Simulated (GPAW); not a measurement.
InPd:

```
In Pd
1.0
     3.27188    0.00000    0.00000
     0.00000    3.27188    0.00000
     0.00000    0.00000    3.27188
In Pd
1 1
Direct
  0.00000 0.00000 0.00000
  0.50000 0.50000 0.50000
```

The cell comes from a database or a generator and needn't be the stable form of this composition.

Base run:

| Quantity | Value |
| --- | --- |
| Program | GPAW 26.7.0 |
| Functional | AM05 |
| Potentials or basis | PAW data sets generated in the run's folder for this functional |
| Cutoff | 600 eV |
| Basis | pw |
| k mesh | 8 × 8 × 8 |
| Occupations | fermi-dirac, width 0.05 eV |
| Spin | no spin polarisation |

Its results: pressure -3.6 GPa.

Problem. The run is repeated on the same cell with these changes: functional from AM05 to BLYP. What comes out?

Solution. Pressure 11.2 GPa.

BLYP binds less tightly than AM05, so the same cell stands under more pressure.
